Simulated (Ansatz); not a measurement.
# NaH: a Na atom hops into a vacancy

Aim: the barrier for Na4 to jump 3.41 Å into the empty Na site beside it, in a 2×2×2 supercell of NaH with one Na atom removed. The band relaxes its own ends first.

Method: DFT PBE, plane waves, PAW, scalar-relativistic, no spin polarisation, in Ansatz 0.2.0.

## (1) The system as given

The cell holds 15 atoms (H8Na7): a = 6.861 Å, b = 6.861 Å, c = 6.861 Å, α = 60.00°, β = 60.00°, γ = 60.00°.

The empty site lies at (0.05, -0.02, -0.02) Å, and Na4 starts at (2.42, -0.03, 2.43) Å. All atoms were shaken by about 0.02 Å to break the symmetry.

Structure file:

```xyz
15
Lattice="0.0000 4.8511 4.8511 4.8511 0.0000 4.8511 4.8511 4.8511 0.0000" Properties=species:S:1:pos:R:3 pbc="T T T"
H     2.4007    2.4415    2.4192
Na    2.3868    2.4256    0.0187
H     4.8897    4.8833    2.4259
Na    2.4161   -0.0331    2.4339
H     4.8526    2.3958    4.8280
Na    4.8438    2.4605    2.4316
H     7.2882    4.8514    4.8115
Na   -0.0129    2.4299    2.4212
H     2.4289    4.8301    4.8356
Na    2.3997    4.8886    2.4387
H     4.8611    7.2662    4.8778
Na    2.4355    2.4312    4.8360
H     4.8501    4.8392    7.3138
Na    4.8637    4.8327    4.8302
H     7.2748    7.2849    7.2979
```

## (2) The band

crystal.atoms is the first end and neb.final_atoms the second, which differs in Na4 alone.

The input, input.yaml:

```yaml
crystal:
  lattice:
    - [0.0, 4.851122, 4.851122]
    - [4.851122, 0.0, 4.851122]
    - [4.851122, 4.851122, 0.0]
  atoms:
    - { symbol: H, position: [0.25355366, 0.24514293, 0.24974175] }
    - { symbol: Na, position: [0.00592418, -0.00207722, 0.49408339] }
    - { symbol: H, position: [0.2493878, 0.25069068, 0.75725385] }
    - { symbol: Na, position: [-0.00159016, 0.50330084, -0.0052428] }
    - { symbol: H, position: [0.24440275, 0.7508367, 0.24945773] }
    - { symbol: Na, position: [0.00497658, 0.49626951, 0.50222832] }
    - { symbol: H, position: [0.24475152, 0.7470714, 0.75530893] }
    - { symbol: Na, position: [0.50132504, -0.00221451, -0.00043983] }
    - { symbol: H, position: [0.74588742, 0.25091098, 0.24976995] }
    - { symbol: Na, position: [0.5078772, -0.00517548, 0.49984054] }
    - { symbol: H, position: [0.75063875, 0.25486811, 0.74719195] }
    - { symbol: Na, position: [0.49799435, 0.49889806, 0.00315939] }
    - { symbol: H, position: [0.7527004, 0.75494322, 0.24485007] }
    - { symbol: Na, position: [0.49464116, 0.50105112, 0.50155165] }
    - { symbol: H, position: [0.753218, 0.75115216, 0.74846643] }
kpoints:
  mp_grid: { grid: [3, 3, 3] }
magnetization:
  spin_polarized: false
scf:
  occupations: { method: cold, width: 0.15 }
hamiltonian:
  pseudopotentials: { kind: paw }
  xc: pbe
basis:
  ecutwfc: 420
neb:
  images: 3
  relax_end_points: true
  climbing: true
  f_tol: 0.1
  max_iterations: 40
  order_check: false
  final_atoms:
    - { symbol: H, position: [0.25355366, 0.24514293, 0.24974175] }
    - { symbol: Na, position: [0.00592418, -0.00207722, 0.49408339] }
    - { symbol: H, position: [0.2493878, 0.25069068, 0.75725385] }
    - { symbol: Na, position: [-0.00904378, 0.00514886, 0.00457712] }
    - { symbol: H, position: [0.24440275, 0.7508367, 0.24945773] }
    - { symbol: Na, position: [0.00497658, 0.49626951, 0.50222832] }
    - { symbol: H, position: [0.24475152, 0.7470714, 0.75530893] }
    - { symbol: Na, position: [0.50132504, -0.00221451, -0.00043983] }
    - { symbol: H, position: [0.74588742, 0.25091098, 0.24976995] }
    - { symbol: Na, position: [0.5078772, -0.00517548, 0.49984054] }
    - { symbol: H, position: [0.75063875, 0.25486811, 0.74719195] }
    - { symbol: Na, position: [0.49799435, 0.49889806, 0.00315939] }
    - { symbol: H, position: [0.7527004, 0.75494322, 0.24485007] }
    - { symbol: Na, position: [0.49464116, 0.50105112, 0.50155165] }
    - { symbol: H, position: [0.753218, 0.75115216, 0.74846643] }
```

The run is started by

```bash
$ ansatz run input.yaml --threads 4 --pin off --max-ram 8192MiB --backend cpu --events-out ev --progress --plain --runs-dir out
```

The log of the run, shortened:

```text
Warning: neb: disabling space-group detection — the band's intermediate images generally break the endpoint symmetry, so no spatial operation reduces the k-mesh or symmetrises the density, except that a semilocal band can use its path's symmetry ahead of convergence; time reversal is [...]
Warning: RAYON_NUM_THREADS=4 ignored (pool sized by the plan → 4); use --threads N
[...]
Pseudopotentials: kind: paw
Pseudopotential: H, paw, valence charge 1, recommended cutoff 420 eV (normal), H.paw.azcp
Pseudopotential: Na, paw, valence charge 9, recommended cutoff 420 eV (normal), Na.paw.azcp
Functional definition: PBE
[...]
parallel-image band execution: 3 concurrent image workers
NEB image 0
Crystal: 15 atoms, lattice volume = 228.327 Å³
Basis set: ecut = 420 eV, 4477 PW (Γ), exchange–correlation on 96×96×96 points (8 copies of the dense FFT grid, shifted against one another)
Bands: 51, of which v1, the nominal top of the filled ones, is band 36 counted from 1 (35 counted from 0)
Symmetry: 1 space group operations
k-points: 14 of 27 (time reversal used)
[...]
SCF iter   1: F=—  HF=-10531.744411 eV  |F-HF|=—  |Δ(HF+E_count)|=         —  Δρ=2.72e-3  dr2=3.11e-2  ethr=1.77e-3  ⟨swp⟩=14.0  Hψ=3839  notcnv=0  defer=4
[...]
NSCF: frozen V_eff on 14 k-points
NEB image 4
[...]
NSCF: frozen V_eff on 14 k-points
NEB end point (image 0): max|allowed force component| = 3.274e-1 eV/Å (the criterion of neb.relax_end_points is 2.000e-2)
NEB end point (image 4): max|allowed force component| = 3.267e-1 eV/Å (the criterion of neb.relax_end_points is 2.000e-2)
NEB image 0, for its relaxation
[...]
NEB image 0, for its relaxation
[...]
NEB image 0, for its relaxation
[...]
NEB image 0
[...]
NSCF: frozen V_eff on 14 k-points
NEB end point (image 0): relaxed in 19 SCF iterations, 0.154372 eV lower, largest move of an atom 0.176 Å; not tested for a saddle point
NEB image 4, for its relaxation
[...]
SCF iter   2: F=-10531.736648 eV  HF=-10531.736648 eV  |F-HF|=2.33e-9  |Δ(HF+E_count)|=   2.87e-5  S|Δr|=    0.00e0  Δρ=2.03e-6  dr2=1.10e-8  ethr=3.01e-11  ⟨swp⟩=4.0  Hψ=1879  notcnv=0
[...]
NEB image 4, for its relaxation
```

## (3) The log goes on

The log, continued, shortened:

```text
[...]
SCF iter   1: F=—  HF=-10531.956074 eV  |F-HF|=—  |Δ(HF+E_count)|=         —  Δρ=8.19e-3  dr2=2.57e-1  ethr=3.52e-4  ⟨swp⟩=1.0  Hψ=2621  notcnv=0  defer=27
[...]
NEB image 4, for its relaxation
[...]
NEB image 4
[...]
NSCF: frozen V_eff on 14 k-points
NEB end point (image 4): relaxed in 19 SCF iterations, 0.153230 eV lower, largest move of an atom 0.178 Å; not tested for a saddle point
NEB image 1
[...]
NEB image 2
[...]
NEB image 3
[...]
NEB iter   1: max|band force component| = 7.975e-1 eV/Å  barrier→ = 0.8441 eV  barrier← = 0.8441 eV  Δτ_max = 0.1938 Å  (50 SCF iters)
NEB image 1
[...]
NEB image 2
[...]
NEB image 3
[...]
SCF iter   6: F=—  HF=-10531.651122 eV  |F-HF|=—  |Δ(HF+E_count)|=   4.04e-5  S|Δr|=    0.00e0  Δρ=1.89e-4  dr2=1.27e-4  ethr=9.90e-7  ⟨swp⟩=2.0  Hψ=1091  notcnv=0
```

## (4) More of the same log

Output, continued, shortened:

```text
SCF iter   7: F=—  HF=-10531.651118 eV  |F-HF|=—  |Δ(HF+E_count)|=   3.56e-6  S|Δr|=    0.00e0  Δρ=8.57e-5  dr2=2.45e-5  ethr=1.79e-7  ⟨swp⟩=1.0  Hψ=714  notcnv=0
[...]
NEB iter   2: max|band force component| = 1.707e-1 eV/Å  barrier→ = 0.4156 eV  barrier← = 0.4156 eV  CI = image 2  Δτ_max = 0.1172 Å  (29 SCF iters)
[...]
NEB iter   3: max|band force component| = 5.645e-2 eV/Å  barrier→ = 0.3239 eV  barrier← = 0.3239 eV  CI = image 2  Δτ_max = 0.0418 Å  (28 SCF iters)
[...]
NEB iter   4: max|band force component| = 7.652e-2 eV/Å  barrier→ = 0.3185 eV  barrier← = 0.3185 eV  CI = image 2  Δτ_max = 0.0000 Å  (8 SCF iters)
SCF converged after 8 iterations
[...]
    - { symbol: H, position: [0.23982684963440082, 0.777246382466119, 0.23977014058446955] }
    - { symbol: Na, position: [-0.00454757777626974, 0.5233826704178501, 0.4576219503988192] }
    - { symbol: H, position: [0.28568900367323447, 0.7498571642139589, 0.7143797424808745] }
    - { symbol: Na, position: [0.543257562912645, -0.024001148704639208, 0.004541136829949166] }
    - { symbol: H, position: [0.7006335399082169, 0.24961657989348274, 0.299898137252052] }
    - { symbol: Na, position: [0.5000326704862469, -0.0006111584606366405, 0.5001600307937165] }
    - { symbol: H, position: [0.7604967987503506, 0.2565886302211393, 0.7605709361199714] }
    - { symbol: Na, position: [0.4570469651248197, 0.5235055784649872, -0.00426579988969672] }
    - { symbol: H, position: [0.7145161022223191, 0.749661090103534, 0.2859531421521032] }
    - { symbol: Na, position: [0.500103310056398, 0.5001920896704369, 0.5001413590873373] }
    - { symbol: H, position: [0.7605038052602734, 0.7222057536127157, 0.7605876410411228] }
```

Run time: 55 s. Hardware: 4 threads of Intel Xeon Platinum 8375C at 2.90GHz (Ice Lake), shared host; peak memory 1.1 GiB.

## (5) The band, image by image

Images 0 and 4 are the ends. Energies count from image 0; the path length is the program's own measure over all atoms.

| image | path (Å) | energy (eV) | Na4 x y z (Å) | band force (eV/Å) |
| --- | --- | --- | --- | --- |
| 0 | 0.000 | 0.0000 | 2.43 0.00 2.43 | - |
| 1 | 0.925 | 0.1647 | 1.85 0.00 1.86 | 0.075 |
| 2* | 1.880 | 0.3185 | 1.21 0.00 1.21 | 0.022 |
| 3 | 2.833 | 0.1655 | 0.57 0.00 0.57 | 0.077 |
| 4 | 3.755 | 0.0000 | 0.00 0.00 0.00 | - |

The star marks the climbing image.

image, energy (eV) and a bar:
```
        0      0.000 
        1      0.165 ################
        2      0.318 ##############################
        3      0.166 ################
        4      0.000
```

How the highest energy settled:

```
iteration  highest image above image 0 (eV)  largest band force (eV/Å)
        1                            0.8441                      0.797
        2                            0.4156                      0.171
        3                            0.3239                      0.056
        4                            0.3185                      0.077
```

Positions of all images (Å):

```xyz
15
Lattice="0.000 4.851 4.851 4.851 0.000 4.851 4.851 4.851 0.000" Properties=species:S:1:pos:R:3 pbc="T T T" image=0 dE=0.0000
H     2.423    2.426    2.425
Na    2.420    2.423   -0.001
H     4.850    4.857    2.565
Na    2.426    0.001    2.426
H     4.850    2.568    4.849
Na    4.849    2.434    2.421
H     7.134    4.849    4.852
Na   -0.004    2.426    2.429
H     2.566    4.850    4.851
Na    2.421    4.852    2.428
H     4.848    7.138    4.853
Na    2.425    2.424    4.852
H     4.848    4.851    7.139
Na    4.849    4.853    4.853
H     7.275    7.277    7.277
15
Lattice="0.000 4.851 4.851 4.851 0.000 4.851 4.851 4.851 0.000" Properties=species:S:1:pos:R:3 pbc="T T T" image=1 dE=0.1647
H     2.372    2.357    2.373
Na    2.495    2.564   -0.064
H     4.668    4.852    2.626
Na    1.854    0.002    1.855
H     4.915    2.489    4.916
Na    4.786    2.289    2.495
H     7.129    4.851    4.914
Na   -0.068    2.567    2.500
H     2.624    4.852    4.669
Na    2.396    4.852    2.397
H     4.916    7.216    4.917
Na    2.498    2.286    4.785
H     4.912    4.853    7.131
Na    4.867    4.852    4.868
H     7.223    7.348    7.224
15
Lattice="0.000 4.851 4.851 4.851 0.000 4.851 4.851 4.851 0.000" Properties=species:S:1:pos:R:3 pbc="T T T" image=2 dE=0.3185
H     2.342    2.326    2.342
Na    2.517    2.655   -0.092
H     4.610    4.852    2.666
Na    1.213    0.001    1.213
H     4.934    2.327    4.934
Na    4.759    2.198    2.517
H     7.103    4.851    5.024
Na   -0.094    2.657    2.519
H     2.666    4.854    4.610
Na    2.423    4.852    2.423
H     4.934    7.379    4.934
Na    2.519    2.196    4.757
H     5.024    4.853    7.103
Na    4.853    4.852    4.853
H     7.193    7.379    7.193
15
Lattice="0.000 4.851 4.851 4.851 0.000 4.851 4.851 4.851 0.000" Properties=species:S:1:pos:R:3 pbc="T T T" image=3 dE=0.1655
H     2.361    2.489    2.359
Na    2.490    2.565   -0.071
H     4.651    4.853    2.607
Na    0.573    0.002    0.571
H     4.904    2.357    4.903
Na    4.781    2.289    2.489
H     7.214    4.852    4.996
Na   -0.075    2.568    2.491
H     2.608    4.853    4.650
Na    2.409    4.852    2.407
H     4.905    7.348    4.903
Na    2.492    2.286    4.776
H     4.997    4.853    7.213
Na    4.880    4.853    4.878
H     7.212    7.216    7.210
15
Lattice="0.000 4.851 4.851 4.851 0.000 4.851 4.851 4.851 0.000" Properties=species:S:1:pos:R:3 pbc="T T T" image=4 dE=0.0000
H     2.427    2.571    2.423
Na    2.426    2.423    0.002
H     4.714    4.855    2.423
Na    0.003    0.001    0.001
H     4.852    2.426    4.850
Na    4.855    2.430    2.425
H     7.279    4.852    4.988
Na   -0.004    2.432    2.425
H     2.429    4.849    4.708
Na    2.428    4.854    2.422
H     4.853    7.278    4.852
Na    2.428    2.424    4.846
H     4.992    4.854    7.278
Na    4.853    4.852    4.848
H     7.276    7.137    7.277
```

## (6) What came out

| quantity | value |
| --- | --- |
| relaxation of the ends | 0.154 eV lower, moves up to 0.18 Å; 0.153 eV lower, moves up to 0.18 Å |
| barrier forwards | 0.32 eV |
| barrier backwards | 0.32 eV |
| second end relative to first | 0.000 eV |
| highest image | 2 of 0 to 4, climbing |
| band iterations | 4 |

The top lies 0.32 eV above the first end, or 12 kT at room temperature, which at an assumed attempt frequency of 10^13 s⁻¹ means a rate near 10^8 s⁻¹. Both ends agree in energy to 1 meV. The input switches the test of curvatures off, so the top was not shown to be a first-order saddle. The top still moved by 5 meV in the last iteration, which bounds the digits to trust. In 15 atoms the vacancy feels its images, and neither cell size nor mesh was tested.
